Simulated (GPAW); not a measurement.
# TiO2 (C2/c) in GPAW: equation of state

Aim: energy against volume of TiO2 in PBE, for its equilibrium volume and stiffness.

All numbers are computed with GPAW 26.7.0; they aren't measurements. Logs are shortened: lines on timing, memory, paths and dates and some standing lists are left out, and cuts for length are marked. The log counts tension as positive stress, the text compression.

### 1 The crystal as given

Symmetry: C2/c, No. 15, monoclinic system. Conventional cell: a = 5.412 Å, b = 5.413 Å, c = 5.472 Å, α = 90.00°, β = 118.77°, γ = 90.00°. Around Ti (site symmetry 2) lie 6 O at 1.93 to 2.00 Å. Around O (site symmetry 1) lie 3 Ti at 1.93 to 2.00 Å.

The cell is a database's computed one.

### 2 Equation of state, PBE

The input, run.py:

```python
from ase import Atoms
from ase.eos import EquationOfState
from ase.io import Trajectory
from ase.units import GPa
from ase.parallel import parprint
from gpaw import GPAW, PW

atoms = Atoms(['Ti', 'Ti', 'O', 'O', 'O', 'O'],
              cell=[[2.706034, -2.706655, 0.0],
                    [2.706034, 2.706655, 0.0],
                    [-2.633531, 0.0, 4.796637]],
              scaled_positions=[[0.86589, 0.13411, 0.75],
                                [0.13411, 0.86589, 0.25],
                                [0.088755, 0.331221, 0.167149],
                                [0.911245, 0.668779, 0.832851],
                                [0.668779, 0.911245, 0.332851],
                                [0.331221, 0.088755, 0.667149]],
              pbc=True)

traj = Trajectory('eos.traj', 'w')
volumes, energies = [], []
for x in [0.94, 0.96, 0.98, 1.0, 1.02, 1.04, 1.06]:
    a = atoms.copy()
    a.set_cell(atoms.cell * x**(1 / 3), scale_atoms=True)
    calc = GPAW(mode=PW(800),
                xc='PBE',
                kpts={'size': (8, 8, 6), 'gamma': True},
                occupations={'name': 'fermi-dirac', 'width': 0.05},
                nbands=43,
                convergence={'density': 1e-05, 'energy': 1e-05},
                maxiter=150,
                txt=f'eos-{x:.2f}.txt')
    a.calc = calc
    energies.append(a.get_potential_energy(force_consistent=True))
    volumes.append(a.get_volume())
    p = -a.get_stress()[:3].mean() / GPa
    calc.write(f'eos-{x:.2f}.gpw')
    traj.write(a)
    parprint(f'{x:.2f} {volumes[-1]:10.4f} A^3 {energies[-1]:14.6f} eV {p:9.3f} GPa', flush=True)

v0, e0, B = EquationOfState(volumes, energies, eos='birchmurnaghan').fit()
parprint(f'V0 = {v0:.4f} A^3, E0 = {e0:.6f} eV, B0 = {B / GPa:.2f} GPa')
```

Potentials or basis: GPAW PAW data sets (gpaw-data 1.2.1), pw.

The run is started by

```
OMP_NUM_THREADS=1 mpirun -n 4 gpaw python run.py
```

Output:

```text
__  _  _
 | _ |_)|_||  |
 |__||  | ||/\| - 26.7.0

Input parameters:
  mode=PW(ecut=800.0),
  convergence={'density': 1e-05, 'energy': 1e-05},
  kpts=MonkhorstPack(size=(8, 8, 6), gamma=True),
  maxiter=150,
  nbands=43,
  occupations=Occupations(name='fermi-dirac', width=0.05),
  xc=XC(name='PBE')

Diagonalizing LCAO Hamiltonian
Converting LCAO to pw mode

              O
        O
          Ti    Ti
                  O
            O

Atoms  # Å, Bohr magnetons
|   | symbol |         x |         y |        z |    initial magnetic moments |
|---|--------|-----------|-----------|----------|-----------------------------|
| 0 |     Ti |  0.715966 | -1.940243 | 3.524039 | ( 0.0000,  0.0000,  0.0000) |
| 1 |     Ti |  2.005851 |  1.940243 | 1.174680 | ( 0.0000,  0.0000,  0.0000) |
| 2 |      O |  0.682064 |  0.642875 | 0.785386 | ( 0.0000,  0.0000,  0.0000) |
| 3 |      O |  2.039753 | -0.642875 | 3.913333 | ( 0.0000,  0.0000,  0.0000) |
| 4 |      O |  3.329638 |  0.642875 | 1.563973 | ( 0.0000,  0.0000,  0.0000) |
| 5 |      O | -0.607822 | -0.642875 | 3.134746 | ( 0.0000,  0.0000,  0.0000) |

Unit cell  # Å
| periodic |         x |         y |        z |  lengths |     angles |
|----------|-----------|-----------|----------|----------|------------|
|      yes |  2.650793 | -2.651402 | 0.000000 | 3.749218 | 109.893361 |
|      yes |  2.650793 |  2.651402 | 0.000000 | 3.749218 | 109.893361 |
|      yes | -2.579770 |  0.000000 | 4.698719 | 5.360333 |  90.013147 |

Number of symmetries: 2
Symmetry operations  # r_c * U_cc + t_c -> r_c
|   | kind |            matrix            |
|---|------|------------------------------|
| 0 |  E   |  1, 0, 0,  0, 1, 0,  0, 0, 1 |
| 1 |  i   | -1, 0, 0,  0,-1, 0,  0, 0,-1 |

BZ-sampling:
  Number of BZ points: 384
  Number of IBZ points: 196

  Monkhorst-Pack size: [8, 8, 6]
  Monkhorst-Pack shift: [0.0625, 0.0625, 0.08333333333333333]

K-points  # in reciprocal-cell coordinates
|     |                                coordinates |     weight |
|-----|--------------------------------------------|------------|
|   0 | (  0.00000000,   0.00000000,   0.00000000) | 0.00260417 |
|   1 | (  0.00000000,   0.00000000,   0.16666667) | 0.00520833 |
|   2 | (  0.00000000,   0.00000000,   0.33333333) | 0.00520833 |
|   3 | (  0.00000000,   0.00000000,   0.50000000) | 0.00260417 |
|   4 | (  0.00000000,   0.12500000,  -0.33333333) | 0.00520833 |
|   5 | (  0.00000000,   0.12500000,  -0.16666667) | 0.00520833 |
|   6 | (  0.00000000,   0.12500000,   0.00000000) | 0.00520833 |
|   7 | (  0.00000000,   0.12500000,   0.16666667) | 0.00520833 |
|   8 | (  0.00000000,   0.12500000,   0.33333333) | 0.00520833 |
|   9 | (  0.00000000,   0.12500000,   0.50000000) | 0.00520833 |
| ... |                                            |            |
| 195 | (  0.50000000,   0.50000000,   0.50000000) | 0.00260417 |

Plane wave coefficients: 3451
Cutoff: 800.0 eV

Spin-components: 1 (collinear spins)
Bands:           43
Projectors:      32
Spin-degeneracy: 2
Datatype:        complex128

Parallelization:
  kpt:    4
  domain: 1
  band:   1

Density:
  Valence electrons: 48.0
  Components: 1
  Grid points: [25 25 35]
  Charge: 0.0  # |e|

Potential:
  Grid points: [25 25 35]

species:
  Ti:
    name:    Titanium
    Z:       22.0
    valence: 12
    core:    10
    charge:  0.0  # [|e|]
    compensation charges:
      type: gauss
      rc: 0.38  # [Å]
      lmax: 2
    cutoffs:
      filter: 2.23  # [Å]
      core: 1.02  # [Å]
    projectors
    | kind |    occ | energy [eV] | rcut [Å] |
    |------|--------|-------------|----------|
    |   3s |  2.000 |     -62.623 |    1.270 |
    |   4s |  2.000 |      -4.466 |    1.270 |
    |   3p |  6.000 |     -38.862 |    1.058 |
    |   4p |  0.000 |      -1.466 |    1.058 |
    |   3d |  2.000 |      -4.258 |    1.058 |
    |    d |        |      22.953 |    1.058 |

    Using partial waves for Ti as LCAO basis

  O:
    name:    Oxygen
    Z:       8.0
    valence: 6
    core:    2
    charge:  0.0  # [|e|]
    compensation charges:
      type: gauss
      rc: 0.21  # [Å]
      lmax: 2
    cutoffs:
      filter: 1.17  # [Å]
      core: 0.83  # [Å]
    projectors
    | kind |    occ | energy [eV] | rcut [Å] |
    |------|--------|-------------|----------|
    |   2s |  2.000 |     -23.961 |    0.688 |
    |   2p |  4.000 |      -9.029 |    0.598 |
    |    s |        |       3.251 |    0.688 |
    |    p |        |      18.182 |    0.598 |
    |    d |        |       0.000 |    0.619 |

    Using partial waves for O as LCAO basis

Reference energy: -54611.437768  # eV

eigensolver:
  PPCG
  Converge bands: occupied
  niter=2

density mixing:
  MSR1-Mixer
  Pratt-step length: 0.05
  Maximum mixing coefficient: 0.75
  Old densities: 10
  SVD Regularization: 0.005
  Good broyden scale: 1.0
  Trust region scale: 1.0
  Backstep threshold: 4.0
  History deletion threshold: 6.0
  Fourier metric: weight=20.0, sigma=0.015

occupation numbers:
  Fermi-Dirac:
    width: 0.0500  # eV

poisson solver:
  ecut: 6400.0  # eV

xc functional:
  name: PBE with 2 nearest neighbor stencil

convergence criteria:
- Maximum integral of absolute [dens]ity change: 1e-05 electrons / valence electron
- Maximum [total energy] change in last 3 cyles: 1e-05 eV / valence electron
- Maximum integral of absolute [eigenst]ate change: 4e-08 eV^2 / valence electron
maximum number of iterations: 150

SCF iterations
|iter     | |      energy | eigst |  dens |
|---------|-|-------------|-------|-------|
|iter:   1| |  -61.480451 | +0.12 |       |
|iter:   2| |  -58.520229 | -1.76 | -0.78 |
|iter:   3| |  -52.779668 | -0.62 | -0.84 |
|iter:   4| |  -52.312297 | -1.83 | -1.33 |
|iter:   5| |  -52.289510 | -2.57 | -1.61 |
|iter:   6| |  -52.282707 | -3.49 | -2.02 |
|iter:   7| |  -52.282855 | -4.73 | -2.91 |
|iter:   8| |  -52.282885c| -5.78 | -3.44 |
|iter:   9| |  -52.282882c| -6.50 | -3.93 |
|iter:  10| |  -52.282883c| -7.50c| -4.25 |
|iter:  11| |  -52.282883c| -8.09c| -4.94 |
|iter:  12| |  -52.282883c| -8.40c| -5.36c|

Converged in 12 steps
Energy contributions relative to reference atoms: (reference = -54611.437768)

Energy contributions:
  Kinetic:          71.998518
  Coulomb:         -79.344180
  Zero:              1.268521
  External:          0.000000
  Xc:              -46.205742
  Entropy:          -0.000000
  Spinorbit:         0.000000
  ----------------------------
  Free energy:     -52.282883
  Extrapolated:    -52.282883

dipole moment: (0.000001, 0.000000, 0.000002)  # |e|*Ang

Fermi level: 5.481
Eigenvalues  # (at kpt = [0.000, 0.000, 0.000])
| band index |      eig [eV] | occ [0-2] |
|------------|---------------|-----------|
|          0 |       -51.759 |     2.000 |
|        ... |               |           |
|         16 |         2.289 |     2.000 |
|         17 |         2.302 |     2.000 |
|         18 |         2.396 |     2.000 |
|         19 |         3.636 |     2.000 |
|         20 |         3.715 |     2.000 |
|         21 |         3.740 |     2.000 |
[... 8 lines left out ...]
|         30 |         9.752 |     0.000 |
|         31 |        10.042 |     0.000 |
|        ... |               |           |
|         42 |        23.340 |     0.000 |

Gap: 2.224 eV
Transition (v -> c):
  (s=0, k=192, n=23, [0.50, 0.50, 0.00]) -> (s=0, k=0, n=24, [0.00, 0.00, 0.00])
Direct/indirect transitions are different
Direct gap: 2.563 eV
Transition at: (s=0, k=2, n=23, [0.00, 0.00, 0.33])

Stress tensor  # eV/Ang^3
|         x |         y |         z |
|-----------|-----------|-----------|
| -0.083204 |  0.000000 | -0.002282 |
|  0.000000 | -0.082760 |  0.000000 |
| -0.002282 |  0.000000 | -0.090983 |

# Writing to eos-0.94.gpw (mode='')
```

Run time: 13 min. Hardware: 4 MPI ranks of Intel Xeon Platinum 8488C (Sapphire Rapids), shared host; peak memory 0.82 GiB.

What came out:

```yaml
Equilibrium_volume: 11.69 Å³/atom
Bulk_modulus_at_fixed_shape_and_positions: 207 GPa
Pressure_derivative_of_the_bulk_modulus: 4.3
```

Energy against volume, from the lowest point:
```
volume (Å³/atom)  energy (meV/atom)
          11.008              28.24
          11.242              11.67
          11.476               2.51
          11.711               0.00
          11.945               3.54
          12.179              12.46
          12.413              26.22
```

Caveat: the cell was scaled at fixed shape and fractional positions, which overstates the stiffness of a crystal with free parameters, most of all of layers and chains.
